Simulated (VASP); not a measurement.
A run of VASP 6.6.1 is set up as follows.

File INCAR:

```
SYSTEM = Sc
PREC = Accurate
ENCUT = 520
EDIFF = 1E-6
ISMEAR = 0
SIGMA = 0.1
LREAL = .FALSE.
LASPH = .TRUE.
NELM = 100
ALGO = Fast
ISIF = 2
LWAVE = .FALSE.
LCHARG = .FALSE.
GGA = PE
NBANDS = 18
```

KPOINTS

```
regular mesh
0
G
  12 12 8
  0 0 0
```

The input POSCAR:

```
Sc
1.0
    3.3087978973      0.0000000000      0.0000000000
   -1.6543989486      2.8655030350      0.0000000000
    0.0000000000      0.0000000000      5.2680000000
Sc
2
Direct
    0.3411853578      0.6823707157      0.2500000000
    0.6666666667      0.3333333333      0.7500000000
```

Potentials or basis: VASP PAW PBE potentials, release 64 (Sc_sv).

The run is started by

```bash
$ cat potpaw_PBE.64/Sc_sv/POTCAR > POTCAR
$ mpirun -np 1 vasp_std > vasp.out
```

**Question.** Predict the band gap on the k mesh.

**Answer.** None (metal or under the smearing width).

**Question.** Estimate the largest force.

**Answer.** 0.061 eV/Å.

**Question.** What does it give for the pressure?

**Answer.** -0.6 GPa.

Stress tensor (GPa, compression positive):
```
-0.28  0.00  0.00
 0.00  0.13  0.00
 0.00  0.00 -1.76
```
